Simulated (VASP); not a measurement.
**BaTe (strained measured structure): a r²SCAN single-point calculation in VASP**

INCAR

```
LREAL = .FALSE.
NELM = 120
ALGO = Normal
ISMEAR = 0
LELF = .TRUE.
PREC = Accurate
LASPH = .TRUE.
SIGMA = 0.01
METAGGA = R2SCAN
EDIFF = 1E-7
IBRION = -1
LCHARG = .TRUE.
ISIF = 2
LWAVE = .FALSE.
NSW = 0
ENCUT = 520
NBANDS = 15
```

KPOINTS

```
KPOINTS created by Atomic Simulation Environment
0
Gamma
6 6 6
0 0 0
```

KPOINTS_OPT

```
special points
6
Reciprocal
0.0000000000 0.0000000000 0.0000000000 1
0.5000000000 0.0000000000 0.5000000000 1
0.6250000000 0.2500000000 0.6250000000 1
0.3750000000 0.3750000000 0.7500000000 1
0.5000000000 0.5000000000 0.5000000000 1
0.5000000000 0.2500000000 0.7500000000 1
```

POSCAR

```
Ba Te
 1.0000000000000000
     0.0000000000000000    3.4836324785000001    3.5323793129999999
     3.5323793129999999    0.0000000000000000    3.5323793129999999
     3.5323793129999999    3.4836324785000001    0.0000000000000000
 Ba  Te
   1   1
Cartesian
  0.0000000000000000  0.0000000000000000  0.0000000000000000
  3.5323793129999994  3.4836324784999997  3.5323793129999994
```

VASP ran with the recommended PBE PAW datasets (16 valence electrons in the cell).

Command

```
mpirun -np 1 vasp_std
```

OSZICAR

```
N       E                     dE             d eps       ncg     rms          rms(c)
DAV:   1     0.386262891196E+02    0.38626E+02   -0.65593E+03   900   0.929E+02
DAV:   2    -0.535774865965E+02   -0.92204E+02   -0.84100E+02  1255   0.157E+02
DAV:   3    -0.592599743463E+02   -0.56825E+01   -0.56380E+01  1276   0.427E+01
DAV:   4    -0.594083051511E+02   -0.14833E+00   -0.14827E+00  1136   0.697E+00
DAV:   5    -0.594120635410E+02   -0.37584E-02   -0.37583E-02  1273   0.908E-01    0.402E+00
DAV:   6    -0.560321992226E+02    0.33799E+01   -0.11431E+00  1222   0.622E+00    0.291E+00
DAV:   7    -0.560218431288E+02    0.10356E-01   -0.29248E-01  1103   0.317E+00    0.105E+00
DAV:   8    -0.560200213929E+02    0.18217E-02   -0.23114E-02   928   0.100E+00    0.957E-01
DAV:   9    -0.560215924961E+02   -0.15711E-02   -0.43066E-03  1075   0.449E-01    0.147E-01
DAV:  10    -0.560218243068E+02   -0.23181E-03   -0.49231E-04  1033   0.154E-01    0.412E-02
DAV:  11    -0.560218895430E+02   -0.65236E-04   -0.95041E-05  1033   0.787E-02    0.259E-02
DAV:  12    -0.560218904359E+02   -0.89288E-06   -0.21261E-06  1256   0.116E-02    0.967E-03
DAV:  13    -0.560218905711E+02   -0.13522E-06   -0.48542E-07  1124   0.462E-03    0.316E-03
DAV:  14    -0.560218905714E+02   -0.33526E-09   -0.16781E-08   632   0.907E-04
   1 F= -.56021891E+02 E0= -.56021891E+02  d E =-.113986E-88
       N       E                     dE             ncg
DAV:   1     0.682954043793E+03   -0.23259E+04      180
DAV:   2     0.159739620135E+03   -0.52321E+03      244
DAV:   3     0.128662603408E+03   -0.31077E+02      245
DAV:   4     0.128045143807E+03   -0.61746E+00      238
DAV:   5     0.128031537797E+03   -0.13606E-01      254
DAV:   6     0.128031492112E+03   -0.45685E-04      245
DAV:   7     0.128031491643E+03   -0.46928E-06      247
DAV:   8     0.128031491642E+03   -0.12996E-08      160
```

From OUTCAR

```
k-points           NKPTS =     30   k-points in BZ     NKDIM =     30   number of bands    NBANDS=     15

   NELECT =      16.0000    total number of electrons

   dimension x,y,z NGX =    40 NGY =   40 NGZ =   40
   dimension x,y,z NGXF=    80 NGYF=   80 NGZF=   80

  energy-cutoff  :      520.00
  volume of cell :       86.94
      direct lattice vectors                 reciprocal lattice vectors
     0.000000000  3.483632479  3.532379313    -0.141547653  0.143528344  0.141547653
     3.532379313  0.000000000  3.532379313     0.141547653 -0.143528344  0.141547653
     3.532379313  3.483632479  0.000000000     0.141547653  0.143528344 -0.141547653

 k-points in reciprocal lattice and weights: KPOINTS created by Atomic Simulation Env
   0.00000000  0.00000000  0.00000000       0.005
   0.16666667  0.00000000  0.00000000       0.037
   0.33333333  0.00000000  0.00000000       0.037
   0.50000000  0.00000000  0.00000000       0.019
   0.16666667  0.16666667  0.00000000       0.019
   0.33333333  0.16666667  0.00000000       0.074
   0.50000000  0.16666667  0.00000000       0.074
  -0.33333333  0.16666667 -0.00000000       0.074
   ...

 E-fermi :   2.1435

 k-point     1 :       0.0000    0.0000    0.0000
  band No.  band energies     occupation
      1     -25.8662      2.00000
      2     -10.5925      2.00000
      3     -10.5918      2.00000
      4     -10.5918      2.00000
      5      -7.8054      2.00000
      6       1.9673      2.00000
      7       1.9673      2.00000
      8       2.0041      2.00000
      9       5.3016      0.00000
     10       5.3016      0.00000
     11       5.3873      0.00000
     12       5.4901      0.00000
     13       5.9728      0.00000
     14       6.0503      0.00000
     15       9.4771      0.00000

 k-point     2 :       0.1667    0.0000    0.0000
  band No.  band energies     occupation
      1     -25.8629      2.00000
      2     -10.7092      2.00000
      3     -10.5950      2.00000
      4     -10.5938      2.00000
      5      -7.6126      2.00000
      6       1.2270      2.00000
      7       1.6149      2.00000
      8       1.6293      2.00000
      9       5.3926      0.00000
     10       5.6542      0.00000
     11       5.6981      0.00000
     12       6.4920      0.00000
     13       6.7146      0.00000
     14       6.8301      0.00000
     15      10.3157      0.00000

 k-point     3 :       0.3333    0.0000    0.0000
  band No.  band energies     occupation
      1     -25.8564      2.00000
      2     -10.9120      2.00000
      3     -10.6016      2.00000
      4     -10.5969      2.00000
      5      -7.2459      2.00000
      6       0.2066      2.00000
      7       1.0953      2.00000
      8       1.0954      2.00000
      9       5.8227      0.00000
     10       6.5590      0.00000
     11       6.5688      0.00000
     12       7.8242      0.00000
     13       8.3661      0.00000
     14       8.4933      0.00000
     15      10.6693      0.00000

 k-point     4 :       0.5000    0.0000    0.0000
  band No.  band energies     occupation
      1     -25.8531      2.00000
      2     -11.0020      2.00000
      3     -10.6048      2.00000
      4     -10.5984      2.00000
      5      -7.0663      2.00000
      6      -0.2046      2.00000
      7       0.8811      2.00000
      8       0.8870      2.00000
      9       6.6039      0.00000
     10       7.2073      0.00000
     11       7.3430      0.00000
     12       7.3775      0.00000
     13       9.3803      0.00000
     14       9.4720      0.00000
     15       9.8970      0.00000

 k-point     5 :       0.1667    0.1667    0.0000
  band No.  band energies     occupation
      1     -25.8619      2.00000
      2     -10.6946      2.00000
      3     -10.6129      2.00000
      4     -10.6101      2.00000
      5      -7.6049      2.00000
      6       0.9057      2.00000
      7       1.7852      2.00000
      8       1.8167      2.00000
      9       4.8134      0.00000
     10       5.9804      0.00000
     11       6.1380      0.00000
     12       6.2139      0.00000
     13       6.2327      0.00000
     14       7.9862      0.00000
     15      10.5510      0.00000

 k-point     6 :       0.3333    0.1667    0.0000
  band No.  band energies     occupation
      1     -25.8565      2.00000
      2     -10.8271      2.00000
      3     -10.6232      2.00000
      4     -10.6200      2.00000
      5      -7.3940      2.00000
      6       0.4103      2.00000
      7       1.3057      2.00000
      8       1.4495      2.00000
      9       4.9134      0.00000
     10       6.6830      0.00000
     11       6.8119      0.00000
     12       7.2151      0.00000
     13       7.3071      0.00000
     14       9.3025      0.00000
     15      10.6367      0.00000

 k-point     7 :       0.5000    0.1667    0.0000
  band No.  band energies     occupation
      1     -25.8522      2.00000
      2     -10.9357      2.00000
      3     -10.6406      2.00000
      4     -10.6177      2.00000
      5      -7.1953      2.00000
      6       0.1005      2.00000
      7       0.9188      2.00000
      8       1.0426      2.00000
      9       5.7437      0.00000
     10       7.2438      0.00000
     11       7.5167      0.00000
     12       7.7416      0.00000
     13       8.5596      0.00000
     14       9.4563      0.00000
     15       9.8114      0.00000

 k-point     8 :      -0.3333    0.1667   -0.0000
  band No.  band energies     occupation
      1     -25.8532      2.00000
      2     -10.9235      2.00000
      3     -10.6543      2.00000
      4     -10.6005      2.00000
      5      -7.1954      2.00000
      6       0.0877      2.00000
      7       0.9300      2.00000
      8       1.1047      2.00000
      9       6.1202      0.00000
     10       6.6880      0.00000
     11       7.1145      0.00000
     12       7.5159      0.00000
     13       8.1659      0.00000
     14       9.9846      0.00000
     15      10.5811      0.00000

 k-point     9 :      -0.1667    0.1667    0.0000
  band No.  band energies     occupation
      1     -25.8585      2.00000
      2     -10.8136      2.00000
      3     -10.6333      2.00000
      4     -10.5887      2.00000
      5      -7.4018      2.00000
      6       0.5527      2.00000
      7       1.1780      2.00000
      8       1.5261      2.00000
      9       5.6342      0.00000
     10       5.8933      0.00000
     11       6.2468      0.00000
     12       6.6770      0.00000
     13       8.0008      0.00000
     14       8.3690      0.00000
     15      10.9281      0.00000

 k-point    10 :       0.3333    0.3333    0.0000
  band No.  band energies     occupation
      1     -25.8534      2.00000
      2     -10.7888      2.00000
      3     -10.6538      2.00000
      4     -10.6472      2.00000
      5      -7.5015      2.00000
      6       0.4896      2.00000
      7       1.6148      2.00000
      8       1.6426      2.00000
      9       4.1429      0.00000
     10       6.6017      0.00000
     11       6.8222      0.00000
     12       7.7252      0.00000
     13       7.7435      0.00000
     14       9.5039      0.00000
     15      10.6720      0.00000

 k-point    11 :       0.5000    0.3333    0.0000
  band No.  band energies     occupation
      1     -25.8502      2.00000
      2     -10.8074      2.00000
      3     -10.6970      2.00000
      4     -10.6525      2.00000
      5      -7.4583      2.00000
      6       0.6722      2.00000
      7       1.1788      2.00000
      8       1.3999      2.00000
      9       4.4791      0.00000
     10       7.3658      0.00000
     11       7.7009      0.00000
     12       7.8728      0.00000
     13       7.9489      0.00000
     14       8.3641      0.00000
     15      10.1866      0.00000

 k-point    12 :      -0.3333    0.3333    0.0000
  band No.  band energies     occupation
      1     -25.8501      2.00000
      2     -10.8446      2.00000
      3     -10.7324      2.00000
      4     -10.6279      2.00000
      5      -7.3012      2.00000
      6       0.4273      2.00000
      7       0.9719      2.00000
      8       1.0641      2.00000
      9       5.6185      0.00000
     10       7.0223      0.00000
     11       7.2985      0.00000
     12       7.4440      0.00000
     13       8.8228      0.00000
     14       9.1960      0.00000
     15      10.4214      0.00000

 k-point    13 :       0.5000    0.5000    0.0000
  band No.  band energies     occupation
      1     -25.8492      2.00000
      2     -10.7893      2.00000
      3     -10.6744      2.00000
      4     -10.6659      2.00000
      5      -7.5943      2.00000
      6       0.8164      2.00000
      7       1.5903      2.00000
      8       1.6169      2.00000
      9       3.8837      0.00000
     10       6.8810      0.00000
     11       7.2940      0.00000
     12       8.1316      0.00000
     13       8.1583      0.00000
     14       8.2406      0.00000
     15      10.4069      0.00000

 ...

  Total        0.2324869      0.7835870      0.2324869      0.0000000      0.0000000      0.0000000
  in kB        4.2846178     14.4411185      4.2846178      0.0000000      0.0000000      0.0000000
  external PRESSURE =       7.6701180 kB  Pullay stress =       0.0000000 kB

 POSITION                                       TOTAL-FORCE (eV/Angst)
 -----------------------------------------------------------------------------------
      0.00000      0.00000      0.00000         0.000000      0.000000      0.000000
      3.53238      3.48363      3.53238         0.000000      0.000000      0.000000
 -----------------------------------------------------------------------------------
    total drift:                                0.000000     -0.000000     -0.000000

  FREE ENERGIE OF THE ION-ELECTRON SYSTEM (eV)
  ---------------------------------------------------
  free  energy   TOTEN  =       -56.0218905714 eV

  energy  without entropy=      -56.0218905714  energy(sigma->0) =      -56.02189057
```

```
gap between bands v and c : 1.88 eV
least direct gap          : 2.27 eV
pressure                  : 0.8 GPa
```

Band v is the last that the valence electrons fill when counted band by band, and c is the next.

The run took about 2.4 min on one core of a shared host (Intel Xeon Platinum 8488C) and held 0.26 GiB at most.
